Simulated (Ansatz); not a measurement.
Rocksalt NaI, relaxed with r2SCAN in Ansatz 0.2.0. It is cubic, Fm-3m (No. 225); conventional cell a = 6.459 Å, 33.69 Å³ an atom. Na is surrounded by 6 I at 3.23 Å; I is surrounded by 6 Na at 3.23 Å.

The axes x, y and z are those of this cell:
```yaml
crystal:
  lattice:
    - [0.00000, 3.22972, 3.22972]
    - [3.22972, 0.00000, 3.22972]
    - [3.22972, 3.22972, 0.00000]
  atoms:
    - { symbol: Na, position: [0.00000, 0.00000, 0.00000] }
    - { symbol: I, position: [0.50000, 0.50000, 0.50000] }
```

Unstrained: PBE gives a direct gap of 3.661 eV at Γ. The r2SCAN gap is direct at Γ: 4.449 eV. HSE06 gives a direct gap of 4.692 eV at Γ. Meshes: PBE 8×8×8, r2SCAN 8×8×8, HSE06 6×6×6. Strains are changes of length per length, and xy shears are angles. After each strain the atoms were relaxed again with r2SCAN within the symmetry that the strain leaves, so tilts or polar shifts that break it weren't tested; points keep the names that they have in the unstrained zone. Spin-unpolarised throughout; all numbers are computed.

Question: Estimate what xy shear, engineering strain (angle) +2.34 % does to the gap.

Answer: PBE: the gap goes from 3.661 to 3.606 eV (-0.055 eV); with r2SCAN the top three valence levels at Γ, degenerate before, become 1+1+1 from the top over 107 meV. r2SCAN: the gap goes from 4.449 to 4.391 eV (-0.058 eV). HSE06: the gap goes from 4.692 to 4.634 eV (-0.058 eV). The r2SCAN energy rises by 0.5 meV an atom.

Question: Apply uniaxial -5.91 % along [111], other directions held. How far does the gap move, against the unstrained cell?

Answer: PBE: the gap goes from 3.661 to 3.631 eV (-0.030 eV); with r2SCAN the top three valence levels at Γ, degenerate before, become 1+2 from the top over 278 meV. r2SCAN: the gap goes from 4.449 to 4.433 eV (-0.016 eV). HSE06: the gap goes from 4.692 to 4.665 eV (-0.027 eV). The r2SCAN energy rises by 11.2 meV an atom.

Question: Apply uniaxial -3.16 % along z, other directions held. How far does the gap move, against the unstrained cell?

Answer: PBE: the gap goes from 3.661 to 3.738 eV (+0.077 eV); with r2SCAN the top three valence levels at Γ, degenerate before, become 2+1 from the top over 41 meV. r2SCAN: the gap goes from 4.449 to 4.539 eV (+0.090 eV). HSE06: the gap goes from 4.692 to 4.775 eV (+0.083 eV). The r2SCAN energy rises by 4.4 meV an atom.

Spin-orbit coupling is left out, which matters wherever the heavy atoms make up the band edges.

The meshes of the hybrids are coarse, so their gaps aren't converged to the digits shown.

The splittings at Γ are without spin-orbit coupling, which regroups them where it is of like size or larger.
